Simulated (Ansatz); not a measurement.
# S (fcc type): the cost of one run

Program: Ansatz 0.2.0. Level of theory: DFT, PBE, all-electron LAPW, scalar-relativistic. These are calculated values, not measurements.

## Step 1: The system as given

It takes space group Fm-3m (No. 225, cubic). The conventional cell has a = 3.825 Å, b = 3.825 Å, c = 3.825 Å, α = 90.00°, β = 90.00°, γ = 90.00°. S (site symmetry m-3m) is surrounded by 12 S at 2.70 Å.

Coordinates:

```
S
1.0
     0.00000    1.91241    1.91241
     1.91241    0.00000    1.91241
     1.91241    1.91241    0.00000
S
1
Cartesian
  0.0000 0.0000 0.0000
```

## Step 2: Fcc relaxed under pressure, LAPW

input.yaml

```yaml
crystal:
  lattice:
    - [0.0, 1.9124122379, 1.9124122379]
    - [1.9124122379, 0.0, 1.9124122379]
    - [1.9124122379, 1.9124122379, 0.0]
  atoms:
    - { symbol: S, position: [0.0, 0.0, 0.0] }
kpoints:
  mp_grid: { grid: [17, 17, 17] }
scf:
  occupations: { method: fermi_dirac, width: 0.1 }
hamiltonian:
  xc: pbe
  pseudopotentials: { kind: all_electron, lapw: { basis_error: 0.0005 } }
output:
  forces: true
  stress: true
  eigenvalues: true
relax:
  f_tol: 0.005
  max_steps: 12
  cell: { p_target: 13.0, stress_tol: 0.03 }
```

On the command line:

```sh
> ansatz run input.yaml --threads 1 --pin off --max-ram 3584MiB --backend cpu --events-out ev --progress --plain --runs-dir out
```

What time and memory should one allow on 1 thread of AMD EPYC 7R43 (Zen 3), shared host?

About 10 s, with a peak of 0.31 GiB.
